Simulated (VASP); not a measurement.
Set up this calculation in VASP 6.6.1, as the native input.

```yaml
Task: single point
Functional: r2SCAN
Potentials_or_basis: VASP PAW PBE potentials, release 64 (Al, Cu)
Cutoff: 520 eV
k_mesh: 14 × 14 × 14
Occupations: gaussian, width 0.1 eV
Spin: no spin polarisation
Dipole_correction: no
Further_INCAR_settings: ALGO = Normal; EDIFF = 1e-06; NBANDS = 16
```

Crystal: Al2Cu.

```xyz
3
Lattice="-2.0274 2.0274 2.8670 2.0274 -2.0274 2.8670 2.0274 2.0274 -2.8670" Properties=species:S:1:pos:R:3 pbc="T T T"
Al    0.0000    2.0274    1.4335
Al    2.0274    0.0000    1.4335
Cu    0.0000    0.0000    2.8670
```

The cell comes from a database or a generator and needn't be the stable form of this composition.

One way to write it, as run:

POSCAR

```
Al2Cu
1.0
   -2.0273575177      2.0273575177      2.8669875152
    2.0273575177     -2.0273575177      2.8669875152
    2.0273575177      2.0273575177     -2.8669875152
Al Cu
2 1
Direct
    0.7500000000      0.2500000000      0.5000000000
    0.2500000000      0.7500000000      0.5000000000
    0.5000000000      0.5000000000      0.0000000000
```

INCAR.step1

```
ALGO = Normal ; EDIFF = 1E-4
ENCUT = 520 ; GGA = PE
ISMEAR = 0 ; LASPH = T
LCHARG = F ; LREAL = F
LWAVE = T ; NBANDS = 16
NELM = 100 ; PREC = Accurate
SIGMA = 0.1
```

INCAR.step2

```
ALGO = Normal ; EDIFF = 1E-6
ENCUT = 520 ; ISIF = 2
ISMEAR = 0 ; ISTART = 1
LASPH = T ; LCHARG = T
LELF = T ; LMIXTAU = T
LREAL = F ; LVHAR = T
LWAVE = F ; METAGGA = R2SCAN
NBANDS = 16 ; NELM = 100
PREC = Accurate ; SIGMA = 0.1
```

KPOINTS

```
k-points
0
Gamma
  14 14 14
```

Potentials or basis: VASP PAW PBE potentials, release 64 (Al, Cu).

Command:

```bash
$ cat potpaw_PBE.64/Al/POTCAR potpaw_PBE.64/Cu/POTCAR > POTCAR
$ cp INCAR.step1 INCAR
$ mpirun -np 1 vasp_std > vasp.out
$ cp INCAR.step2 INCAR
$ mpirun -np 1 vasp_std > vasp.out
```

Results of the run:

The pressure is -0.2 GPa and the band gap on the k mesh is none (metal or under the smearing width).

Caveat: the PAW data sets were made with another functional, which shifts forces and pressure a little.

It took 5.4 min on 1 thread of Intel(R) Xeon(R) 6975P-C (Granite Rapids), on a shared host, peak memory 0.31 GiB.
